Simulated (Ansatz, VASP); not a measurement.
Ir: VASP beside Ansatz

```
Ir
1.0
     2.71566    0.00000    0.00000
    -1.35783    2.35183    0.00000
     0.00000    0.00000   18.43465
Ir
3
Direct
  0.66667 0.33333 0.37972
  0.33333 0.66667 0.49745
  0.00000 0.00000 0.61518
```

Alike in both runs: functional PBE; dispersion D3(BJ); k mesh 12 × 12 × 1; occupations gaussian, width 0.1 eV; no spin polarisation.

Ansatz relaxed the structure, and its values are those at the end. VASP's run is a single point on that final structure, the one shown.

```csv
,VASP,Ansatz
version,VASP 6.6.1,Ansatz 0.2.0
potentials or method,"VASP PAW PBE potentials, release 64 (Ir)","scalar-relativistic, plane waves, PAW"
plane-wave cutoff (eV),520,420
valence electrons in the cell,27,51
```

Ansatz gave:

* gap on the k mesh at the Fermi level (eV): none
* rms of the force components (eV/Å): 0.001
* work function, face that differs most (eV): 5.33

Problem. What did VASP give for the same quantities?

Solution. gap on the k mesh at the Fermi level (eV): none; rms of the force components (eV/Å): 0.019; work function, face that differs most (eV): 5.21.

A gap of «none» marks a metal or a gap that the smearing closes. The two sets of potentials don't hold the same shells in valence.

Spin-orbit coupling is left out, which matters for the levels of Ir.
